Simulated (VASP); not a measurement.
Here is a VASP 6.6.1 calculation.

File INCAR:

```
ALGO     = Normal         # electronic algorithm
EDIFF    = 1E-7           # SCF threshold, eV
ENCUT    = 520            # plane-wave cutoff, eV
GGA      = PE             # functional
ISIF     = 2              # what is computed and relaxed
ISMEAR   = -1             # smearing method
LASPH    = T              # aspherical terms in the spheres
LCHARG   = F              # write CHGCAR
LREAL    = F              # projectors in reciprocal space
LWAVE    = F              # write WAVECAR
NBANDS   = 11             # bands
NELM     = 80             # most SCF steps
PREC     = Accurate       # precision mode
SIGMA    = 0.05           # smearing width, eV
```

KPOINTS

```
k-points
0
Gamma
  10 10 10
```

The input POSCAR:

```
BP
1.0
    0.0000000000      2.2690000000      2.2690000000
    2.2690000000      0.0000000000      2.2690000000
    2.2690000000      2.2690000000      0.0000000000
P B
1 1
Direct
    0.7500000000      0.7500000000      0.7500000000
    0.0000000000      0.0000000000      0.0000000000
```

Potentials or basis: VASP PAW PBE potentials, release 64 (P, B).

The run is started by

```bash
$ cat potpaw_PBE.64/P/POTCAR potpaw_PBE.64/B/POTCAR > POTCAR
$ mpirun -np 1 vasp_std > vasp.out
```

Problem. Estimate the pressure.

Solution. 0.9 GPa.

Problem. Predict the band gap on the k mesh.

Solution. 1.24 eV, indirect (least direct gap 3.40 eV).

A k mesh can miss the band edges. As with any semilocal functional, this PBE gap is likely too small.
